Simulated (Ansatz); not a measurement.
Ansatz input file:

```yaml
crystal:
  lattice:
    - [3.5122578221, 0.0, 0.0]
    - [0.0, 3.5122578221, 0.0]
    - [0.0, 0.0, 5.0719727175]
  atoms:
    - { symbol: Hf, position: [0.5, 0.5, 0.5] }
    - { symbol: Hf, position: [0.0, 0.0, 0.0] }
    - { symbol: O, position: [0.0, 0.5, 0.7027824151] }
    - { symbol: O, position: [0.5, 0.0, 0.7972175849] }
    - { symbol: O, position: [0.5, 0.0, 0.2972175849] }
    - { symbol: O, position: [0.0, 0.5, 0.2027824151] }
basis:
  ecutwfc: 500
kpoints:
  mp_grid: { grid: [6, 6, 6] }
hamiltonian:
  xc: r2scan
scf:
  occupations: { method: gaussian, width: 0.02 }
output:
  forces: true
  stress: true
  eigenvalues: true
relax:
  adjacent_minimum: "off"
  f_tol: 0.01
  max_steps: 30
  cell: { stress_tol: 0.1, fix: [volume] }
```

Launched with
```bash
ansatz run input.yaml --threads 1 --pin off --max-ram 2560MiB --backend cpu --events-out ev --progress --plain --runs-dir out
```

These are results of DFT r2SCAN, scalar-relativistic, plane waves, PAW in Ansatz 0.2.0, not measurements.

Part of what the program printed, abridged:

```
Pseudopotentials: kind: paw
Pseudopotential: Hf, paw, valence charge 26, recommended cutoff 500 eV (meta_gga)
Pseudopotential: O, paw, valence charge 6, recommended cutoff 500 eV (meta_gga)
Functional definition: r2SCAN
Crystal: 6 atoms, lattice volume = 62.568 Å³
Basis set: ecut = 500 eV, 1603 PW (Γ), exchange–correlation on 108×108×160 points (64 copies of the dense FFT grid, shifted against one another)
Bands: 46, of which v1, the nominal top of the filled ones, is band 38 counted from 1 (37 counted from 0)
Symmetry: 16 space group operations
Space group: P42/nmc (ITA 137), of the structure as read, at distance tolerance 4.0e-5 Å
k-points: 40 of 216
Initial density: superposition of atomic densities (neutral atoms: chi_scale 0, normalization atom), corrected by the library's trained network
Initial wavefunctions: pseudopotential atomic-orbital guess
Functional: x = r2scan, c = r2scan; τ floored in thin density (d = 2e-4 eV/Å³)
SCF iter   1: F=—  HF=-33752.270141 eV  |F-HF|=—  |Δ(HF+E_count)|=         —  Δρ=1.11e-2  dr2=5.98e-2  dr2_τ=4.68e-1  ethr=1.77e-3  ⟨swp⟩=6.2  Hψ=5966  notcnv=0
SCF iter   2: F=—  HF=-33752.404248 eV  |F-HF|=—  |Δ(HF+E_count)|=   1.34e-1  Δρ=6.18e-3  dr2=1.85e-2  dr2_τ=2.41e-3  ethr=7.87e-5  ⟨swp⟩=2.1  Hψ=3853  notcnv=0  defer=151
SCF iter   3: F=—  HF=-33752.402317 eV  |F-HF|=—  |Δ(HF+E_count)|=   1.93e-3  Δρ=3.71e-3  dr2=3.57e-3  dr2_τ=8.55e-4  ethr=2.43e-5  ⟨swp⟩=2.0  Hψ=2898  notcnv=0  defer=151
SCF iter   4: F=—  HF=-33752.402383 eV  |F-HF|=—  |Δ(HF+E_count)|=   6.55e-5  Δρ=1.09e-3  dr2=3.68e-4  dr2_τ=6.77e-5  ethr=4.70e-6  ⟨swp⟩=2.0  Hψ=2296  notcnv=0  defer=151
SCF iter   5: F=—  HF=-33752.402428 eV  |F-HF|=—  |Δ(HF+E_count)|=   4.50e-5  Δρ=1.74e-4  dr2=1.49e-5  dr2_τ=1.58e-6  ethr=4.84e-7  ⟨swp⟩=2.1  Hψ=3193  notcnv=0  defer=151
SCF iter   6: F=—  HF=-33752.402431 eV  |F-HF|=—  |Δ(HF+E_count)|=   2.93e-6  Δρ=6.43e-5  dr2=2.57e-6  dr2_τ=2.17e-7  ethr=1.96e-8  ⟨swp⟩=2.0  Hψ=2889  notcnv=0  defer=151
SCF iter   7: F=-33752.402430 eV  HF=-33752.402430 eV  |F-HF|=2.44e-8  |Δ(HF+E_count)|=   2.47e-7  Δρ=1.11e-5  dr2=8.16e-8  dr2_τ=1.09e-8  ethr=1.32e-10  ⟨swp⟩=8.3  Hψ=9131  notcnv=0
SCF 1 converged in 7 iterations: F = -33752.402430 eV  dr2 = 8.16e-8
relax step   1: F+E_penalty+E_count = -33752.40243025 eV  Δ(F+E_penalty+E_count) = +0.000e0 eV  max|allowed force component| = 1.651e-1 eV/Å  Δτ_max = 0.0000 Å  P = +16.141 GPa  Ω = 62.568 Å³  fix = [volume]  reactions: volume +16.141 GPa (7 SCF iters, dr2 threshold 1.00e-7 eV, accepted)
Basis set: ecut = 500 eV, 1595 PW (Γ), exchange–correlation on 108×108×160 points (64 copies of the dense FFT grid, shifted against one another)
Initial density: handed on by an earlier stage of this run
Initial wavefunctions: those handed on with the density
SCF iter   1: F=—  HF=-33752.407679 eV  |F-HF|=—  |Δ(HF+E_count)|=         —  Δρ=1.37e-3  dr2=6.45e-4  dr2_τ=1.43e-2  ethr=8.49e-7  ⟨swp⟩=2.5  Hψ=8398  notcnv=0
SCF iter   2: F=—  HF=-33752.407838 eV  |F-HF|=—  |Δ(HF+E_count)|=   1.59e-4  Δρ=7.64e-4  dr2=2.31e-4  dr2_τ=2.44e-5  ethr=8.49e-7  ⟨swp⟩=2.0  Hψ=3397  notcnv=0
SCF iter   3: F=—  HF=-33752.407843 eV  |F-HF|=—  |Δ(HF+E_count)|=   4.85e-6  Δρ=2.68e-4  dr2=2.93e-5  dr2_τ=8.02e-6  ethr=3.04e-7  ⟨swp⟩=2.0  Hψ=3011  notcnv=0
SCF iter   4: F=—  HF=-33752.407843 eV  |F-HF|=—  |Δ(HF+E_count)|=   3.63e-7  Δρ=9.77e-5  dr2=2.36e-6  dr2_τ=6.70e-7  ethr=3.85e-8  ⟨swp⟩=2.0  Hψ=3307  notcnv=0
SCF iter   5: F=—  HF=-33752.407846 eV  |F-HF|=—  |Δ(HF+E_count)|=   2.71e-6  Δρ=5.93e-5  dr2=8.89e-7  dr2_τ=1.45e-7  ethr=7.89e-10  ⟨swp⟩=5.2  Hψ=7603  notcnv=0
SCF iter   6: F=-33752.407847 eV  HF=-33752.407847 eV  |F-HF|=3.37e-8  |Δ(HF+E_count)|=   1.07e-6  Δρ=2.06e-5  dr2=1.18e-7  dr2_τ=3.54e-8  ethr=7.89e-10  ⟨swp⟩=5.0  Hψ=7521  notcnv=0
SCF 2 converged in 6 iterations: F = -33752.407847 eV  dr2 = 1.18e-7
relax step   2: F+E_penalty+E_count = -33752.40784686 eV  Δ(F+E_penalty+E_count) = -5.417e-3 eV  max|allowed force component| = 1.252e-1 eV/Å  Δτ_max = 0.0088 Å  P = +15.600 GPa  Ω = 62.568 Å³  energy of the carried Pulay correction = +1.297e-17 eV  fix = [volume]  reactions: volume +15.600 GPa (6 SCF iters, dr2 threshold 6.00e-7 eV, accepted)
SCF iter   1: F=—  HF=-33752.413072 eV  |F-HF|=—  |Δ(HF+E_count)|=         —  Δρ=3.83e-3  dr2=4.77e-3  dr2_τ=1.22e-1  ethr=6.29e-6  ⟨swp⟩=2.0  Hψ=7352  notcnv=0
SCF iter   2: F=—  HF=-33752.413480 eV  |F-HF|=—  |Δ(HF+E_count)|=   4.08e-4  Δρ=2.13e-3  dr2=1.72e-3  dr2_τ=1.96e-4  ethr=6.28e-6  ⟨swp⟩=2.0  Hψ=3360  notcnv=0
SCF iter   3: F=—  HF=-33752.413588 eV  |F-HF|=—  |Δ(HF+E_count)|=   1.09e-4  Δρ=7.75e-4  dr2=2.50e-4  dr2_τ=6.41e-5  ethr=2.27e-6  ⟨swp⟩=2.0  Hψ=3016  notcnv=0
SCF iter   4: F=—  HF=-33752.413596 eV  |F-HF|=—  |Δ(HF+E_count)|=   7.90e-6  Δρ=2.55e-4  dr2=1.71e-5  dr2_τ=4.97e-6  ethr=3.29e-7  ⟨swp⟩=2.0  Hψ=3280  notcnv=0
SCF iter   5: F=—  HF=-33752.413615 eV  |F-HF|=—  |Δ(HF+E_count)|=   1.92e-5  Δρ=1.55e-4  dr2=6.42e-6  dr2_τ=1.03e-6  ethr=2.25e-8  ⟨swp⟩=2.0  Hψ=2848  notcnv=0
SCF iter   6: F=—  HF=-33752.413623 eV  |F-HF|=—  |Δ(HF+E_count)|=   7.99e-6  Δρ=4.96e-5  dr2=7.24e-7  dr2_τ=2.59e-7  ethr=8.45e-9  ⟨swp⟩=2.0  Hψ=3360  notcnv=0
SCF iter   7: F=-33752.413624 eV  HF=-33752.413623 eV  |F-HF|=8.68e-8  |Δ(HF+E_count)|=   1.43e-7  Δρ=2.51e-5  dr2=1.50e-7  dr2_τ=2.32e-8  ethr=7.89e-10  ⟨swp⟩=5.0  Hψ=7393  notcnv=0
SCF 3 converged in 7 iterations: F = -33752.413624 eV  dr2 = 1.50e-7
relax step   3: F+E_penalty+E_count = -33752.41362359 eV  Δ(F+E_penalty+E_count) = -5.777e-3 eV  max|allowed force component| = 8.933e-3 eV/Å  Δτ_max = 0.0262 Å  P = +14.316 GPa  Ω = 62.568 Å³  fix = [volume]  reactions: volume +14.316 GPa (7 SCF iters, dr2 threshold 6.00e-7 eV, accepted)
SCF iter   1: F=—  HF=-33752.413787 eV  |F-HF|=—  |Δ(HF+E_count)|=         —  Δρ=3.67e-4  dr2=3.06e-5  dr2_τ=3.87e-4  ethr=3.85e-8  ⟨swp⟩=3.0  Hψ=8756  notcnv=0
SCF iter   2: F=—  HF=-33752.413982 eV  |F-HF|=—  |Δ(HF+E_count)|=   1.95e-4  Δρ=2.11e-4  dr2=9.90e-6  dr2_τ=1.33e-6  ethr=3.85e-8  ⟨swp⟩=2.0  Hψ=3360  notcnv=0
SCF iter   3: F=-33752.413983 eV  HF=-33752.413983 eV  |F-HF|=1.57e-7  |Δ(HF+E_count)|=   8.45e-7  Δρ=4.13e-5  dr2=5.12e-7  dr2_τ=1.83e-7  ethr=7.89e-10  ⟨swp⟩=4.1  Hψ=8354  notcnv=0
SCF 4 converged in 3 iterations: F = -33752.413983 eV  dr2 = 5.12e-7
relax step   4: F+E_penalty+E_count = -33752.41398275 eV  Δ(F+E_penalty+E_count) = -3.592e-4 eV  max|allowed force component| = 8.710e-5 eV/Å  Δτ_max = 0.0004 Å  P = +14.246 GPa  Ω = 62.568 Å³  energy of the carried Pulay correction = +2.594e-17 eV  fix = [volume]  reactions: volume +14.246 GPa (3 SCF iters, dr2 threshold 6.00e-7 eV, accepted)
SCF iter   1: F=—  HF=-33752.414001 eV  |F-HF|=—  |Δ(HF+E_count)|=         —  Δρ=1.09e-4  dr2=3.13e-6  dr2_τ=7.40e-5  ethr=3.97e-9  ⟨swp⟩=3.0  Hψ=8512  notcnv=0
SCF iter   2: F=—  HF=-33752.414017 eV  |F-HF|=—  |Δ(HF+E_count)|=   1.60e-5  Δρ=6.34e-5  dr2=1.15e-6  dr2_τ=1.28e-7  ethr=3.97e-9  ⟨swp⟩=2.0  Hψ=3360  notcnv=0
SCF iter   3: F=—  HF=-33752.414017 eV  |F-HF|=—  |Δ(HF+E_count)|=   7.36e-8  Δρ=1.42e-5  dr2=5.11e-8  dr2_τ=2.13e-8  ethr=1.58e-10  ⟨swp⟩=3.9  Hψ=8138  notcnv=0
SCF iter   4: F=-33752.414017 eV  HF=-33752.414017 eV  |F-HF|=1.45e-8  |Δ(HF+E_count)|=   9.18e-9  Δρ=8.39e-6  dr2=1.44e-8  dr2_τ=4.18e-9  ethr=6.73e-11  ⟨swp⟩=4.0  Hψ=6532  notcnv=0
SCF 5 converged in 4 iterations: F = -33752.414017 eV  dr2 = 1.44e-8
relax step   5: F+E_penalty+E_count = -33752.41401705 eV  Δ(F+E_penalty+E_count) = -3.431e-5 eV  max|allowed force component| = 3.822e-6 eV/Å  Δτ_max = 0.0005 Å  P = +14.283 GPa  Ω = 62.568 Å³  energy of the carried Pulay correction = -6.484e-18 eV  fix = [volume]  reactions: volume +14.283 GPa (4 SCF iters, dr2 threshold 1.20e-7 eV, accepted)
Initial wavefunctions: pseudopotential atomic-orbital guess (no wavefunctions were taken with the density)
SCF iter   1: F=—  HF=-33752.414022 eV  |F-HF|=—  |Δ(HF+E_count)|=         —  Δρ=1.54e-5  dr2=2.27e-8  dr2_τ=8.41e-8  ethr=2.30e-8  ⟨swp⟩=4.0  Hψ=11475  notcnv=0
SCF iter   2: F=—  HF=-33752.414016 eV  |F-HF|=—  |Δ(HF+E_count)|=   5.42e-6  Δρ=8.32e-6  dr2=7.26e-9  dr2_τ=6.62e-9  ethr=2.99e-11  ⟨swp⟩=2.1  Hψ=3366  notcnv=0
SCF iter   3: F=—  HF=-33752.414016 eV  |F-HF|=—  |Δ(HF+E_count)|=   1.93e-8  Δρ=2.00e-6  dr2=9.11e-10  dr2_τ=4.58e-10  ethr=9.56e-12  ⟨swp⟩=2.0  Hψ=3040  notcnv=0
SCF iter   4: F=-33752.414016 eV  HF=-33752.414016 eV  |F-HF|=4.37e-11  |Δ(HF+E_count)|=  7.28e-10  Δρ=6.43e-7  dr2=1.02e-10  dr2_τ=1.82e-11  ethr=1.00e-12  ⟨swp⟩=5.0  Hψ=7394  notcnv=0
SCF 6 converged in 4 iterations: F = -33752.414016 eV  dr2 = 1.02e-10
SCF converged after 4 iterations
Free energy (F): -33752.414016 eV
Harris-Foulkes:  -33752.414016 eV  (|F-HF|=4.37e-11)
Internal energy: -33752.414016 eV  (E = F + TS)
E sigma→0 (E₀):  -33752.414016 eV
Fermi energy:    18.510207 eV
--- Per-component energies (eV) ---
  E_band       = 119.494968
  E_kinetic    = 1560.009987
  E_local      = -11290.176578  (includes V_loc(G=0)·N_el)
  E_nonlocal   = -2303.176005
  E_hartree    = 5208.104223
  E_xc         = -864.884173
  E_vxc        = -1014.414334  (∫ρ·V_xc dr)
  E_paw        = -14545.354353  (= ΣΔE_a)
  E_vpaw       = 2695.851751  (= ΣTr[D̂ρ^β])
  E_aug_tail   = 0.004265  (compensation charges beyond the density's cutoff)
  E_vtau       = 55.187098  (kinetic-family band-sum trace: ∫τ·v_τ [+ j·A + Jᵃ·Aᵃ] dr)
  E_ewald      = -11517.456663
  E_core_change = 0.515280  (= ΣΔE_core)
  E_smearing   =  0.000000  (= −TS)
--- Forces (eV/Å), atoms counted from 1 ---
  atom   1  Hf     0.00000000     0.00000000     0.00000000
  atom   2  Hf     0.00000000     0.00000000     0.00000000
  atom   3  O      0.00000000     0.00000000    -0.00008093
  atom   4  O      0.00000000     0.00000000     0.00008093
  atom   5  O      0.00000000     0.00000000     0.00008093
  atom   6  O      0.00000000     0.00000000    -0.00008093
--- Stress (GPa, compression-positive) ---
       14.282082       0.000000       0.000000
        0.000000      14.282082       0.000000
        0.000000       0.000000      14.282115
  P = ⅓ Tr σ = 14.2821 GPa (142.821 kbar)
--- Band table (eV; the first three rows and the last of 40) ---
  k-point 0: bands = ["-45.8051", "-45.7812", "-14.3228", "-13.8490", "-13.8490", "-13.7412", "-13.7053", "-13.7053", "-3.5742", "-1.8524", "-1.3154", "-0.8074", "5.8539", "5.8539", "5.8594", "5.8752", "5.8752", "5.8757", "5.8990", "5.9045", "5.9045", "5.9304", "5.9313", "5.9313", "5.9448", "6.1143", "9.9182", "10.6719", "10.8036", "10.8036", "12.9073", "12.9073", "14.5391", "14.5391", "15.5570", "15.7128", "15.7209", "15.7209", "21.0850", "21.1285", "22.0497", "22.7684", "23.2758", "24.2805", "25.7863", "25.7863"]
  k-point 1: bands = ["-45.8035", "-45.7828", "-14.2878", "-13.8395", "-13.8395", "-13.7849", "-13.7150", "-13.7150", "-3.4386", "-1.7891", "-1.4965", "-0.8791", "5.8560", "5.8560", "5.8590", "5.8766", "5.8766", "5.8871", "5.9011", "5.9030", "5.9030", "5.9282", "5.9287", "5.9287", "5.9303", "6.0875", "10.2144", "10.8871", "10.8871", "10.9797", "12.6205", "12.6205", "14.7757", "14.7757", "14.9224", "15.3527", "15.7409", "15.7409", "21.2194", "21.2412", "22.1166", "22.6327", "23.6546", "24.7424", "25.8283", "25.8283"]
  k-point 2: bands = ["-45.7991", "-45.7871", "-14.1898", "-13.9002", "-13.8135", "-13.8135", "-13.7414", "-13.7414", "-3.0617", "-1.9537", "-1.6108", "-1.0823", "5.8611", "5.8611", "5.8638", "5.8783", "5.8783", "5.9011", "5.9011", "5.9016", "5.9067", "5.9169", "5.9224", "5.9225", "5.9225", "6.0268", "11.0403", "11.1321", "11.1321", "11.8200", "12.0811", "12.0811", "13.6393", "14.2999", "15.1411", "15.1411", "15.7777", "15.7777", "21.4784", "21.6378", "22.2030", "22.2868", "24.4950", "25.7676", "25.9933", "25.9933"]
  k-point 39: bands = ["-45.7791", "-45.7791", "-14.1291", "-14.1291", "-14.1291", "-14.1291", "-13.8797", "-13.8797", "-1.4405", "-1.4405", "-1.4405", "-1.4405", "5.8414", "5.8414", "5.8778", "5.8778", "5.8792", "5.8792", "5.8839", "5.8839", "5.8839", "5.8839", "5.9310", "5.9310", "5.9310", "5.9310", "11.0248", "11.0248", "11.0380", "11.0380", "13.7488", "13.7488", "13.7488", "13.7488", "14.5113", "14.5113", "15.9354", "15.9354", "22.4901", "22.4901", "22.5113", "22.5113", "24.3164", "24.3164", "24.3164", "24.3164"]
--- Relaxed structure (5 steps of the walk, 5 accepted, 1 SCFs on fresh bases) ---
  F+E_penalty+E_count = -33752.41401623 eV   max|allowed force component| = 8.093e-5 eV/Å   (the final SCF, on the basis selected at the relaxed cell)
  cell:  # Å, volume = 62.5676 Å³
    - [3.51950180, 0.0, 0.0]
    - [0.0, 3.51950180, 0.0]
    - [0.0, 0.0, 5.05111553]
  atoms:
    - { symbol: Hf, position: [0.49999999, 0.49999999, 0.5] }
    - { symbol: Hf, position: [0.0, 0.0, 0.0] }
    - { symbol: O, position: [0.0, 0.49999999, 0.70966346] }
    - { symbol: O, position: [0.49999999, 0.0, 0.79033653] }
    - { symbol: O, position: [0.49999999, 0.0, 0.29033653] }
    - { symbol: O, position: [0.0, 0.49999999, 0.20966346] }
```

The relaxation met its thresholds.

The run took 51 s on 1 thread of Intel(R) Xeon(R) Platinum 8488C (Sapphire Rapids) (shared host), peak memory 0.62 GiB.

Spin–orbit coupling is left out, which can shift energies with elements as heavy as these.